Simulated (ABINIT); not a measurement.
GaN:

```xyz
4
Lattice="3.1800 0.0000 0.0000 -1.5900 2.7540 0.0000 0.0000 0.0000 5.1660" Properties=species:S:1:pos:R:3 pbc="T T T"
Ga    1.5900    0.9180    2.5830
Ga    0.0000    1.8360    0.0000
N     1.5900    0.9180    4.5203
N     0.0000    1.8360    1.9373
```

Base run:

| Quantity | Value |
| --- | --- |
| Program | ABINIT 10.8.3 (patched build) |
| Functional | PBE |
| Potentials or basis | JTH PAW PBE v2.0 |
| Cutoff | 844 eV |
| k mesh | 10 × 10 × 5 |
| Occupations | fermi-dirac, width 0.05 eV |
| Spin | no spin polarisation |

Its results: band gap on the k mesh 1.96 eV, direct; pressure 7.9 GPa; largest force 0.138 eV/Å.

**Question.** The run is repeated on the same cell with these changes: functional from PBE to AM05. What comes out?

**Answer.** Band gap on the k mesh 2.00 eV, direct; pressure 1.8 GPa; largest force 0.136 eV/Å.

AM05 binds more tightly than PBE, so the same cell stands under less pressure.

Caveats: the PAW data sets were made with another functional, which shifts forces and pressure a little (some runs).
